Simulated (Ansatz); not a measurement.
# Bi: relaxation of cell and atoms with PBEsol

The system is Bi.

```
CELL_PARAMETERS angstrom
-1.98143 1.98143 1.98143
1.98143 -1.98143 1.98143
1.98143 1.98143 -1.98143
ATOMIC_POSITIONS crystal
Bi 0.00000 0.00000 0.00000
```

This isn't the form of Bi at room conditions, which is rhombohedral.

```json
{"Program": "Ansatz 0.2.0", "Task": "relaxation of cell and atoms", "Functional": "PBEsol", "Potentials or basis": "Ansatz PAW", "Cutoff": "420 eV (not typed: the program's choice for these potentials)", "k mesh": "9 × 9 × 9", "Occupations": "fermi-dirac, width 0.05 eV", "Spin": "no spin polarisation"}
```

```json
{
 "Relaxed volume": "30.05 Å³/atom",
 "Relaxed cell": "a = 3.392 Å, b = 3.392 Å, c = 3.392 Å, α = 109.47°, β = 109.47°, γ = 109.47°",
 "Space group after relaxing (to 0.05 Å)": "Im-3m (No. 229)",
 "Energy gained by relaxing": "6.8 meV/atom",
 "Ionic steps": "4",
 "Pressure after relaxing": "0.0 GPa"
}
```

The path:
```
step  energy change (eV)  largest force (eV/Å)  volume (Å³)
   1              0.0000                0.0000        31.12
   2             -0.0066                0.0000        29.75
   3             -0.0070                0.0000        30.05
   4             -0.0068                0.0000        30.05
```

Final structure:
```yaml
crystal:
  lattice:
    - [-1.95859, 1.95859, 1.95859]
    - [1.95859, -1.95859, 1.95859]
    - [1.95859, 1.95859, -1.95859]
  atoms:
    - { symbol: Bi, position: [0.00000, 0.00000, 0.00000] }
```

It took 1.8 s on 2 threads of Arm Neoverse V1 (shared host), peak memory 0.28 GiB.

Caveat: the plane-wave basis is chosen anew once the cell has moved, so the energies of steps on either side of that aren't comparable; the PAW data sets come from PBE, with cores solved anew for the run's functional, which leaves a small shift of forces and pressure.
